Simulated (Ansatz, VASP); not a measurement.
**KCl in VASP and in Ansatz**

```
K Cl
1.0
     3.59766    0.00000    0.00000
     0.00000    3.59766    0.00000
     0.00000    0.00000    3.63400
K Cl
1 1
Direct
  0.00000 0.00000 0.00000
  0.50000 0.50000 0.50000
```

Change from the starting cell: equal xx and yy strain of -1 %, crystal datasets.

Alike in both runs: task electric field gradients; functional PBEsol; k mesh 7 × 7 × 7; occupations fermi-dirac, width 0.01 eV; no spin polarisation.

```csv
,VASP,Ansatz
version,VASP 6.6.1,Ansatz 0.2.0
potentials or method,"VASP PAW PBE potentials, release 64 (K_sv, Cl), cutoff 520 eV","all-electron PAW with datasets made for the crystal, scalar-relativistic"
```

```tsv
	VASP	Ansatz	Ansatz less VASP
gap on the k mesh at the Fermi level (eV)	5.48	5.49	+0.005
pressure (GPa)	3.1	3.0	-0.10
largest component of the traceless stress (GPa)	0.35	0.35	+0.001
Vzz of the field gradient on the site that differs most (V/Å²)	2.6	2.7	+0.06
```

Ansatz ran all-electron here, so the differences hold the error of VASP's frozen core and of both bases.

Caveats: the PAW data sets were made with another functional, which shifts forces and pressure a little (VASP); an odd mesh through Γ misses points on the zone boundary, where band edges often lie.
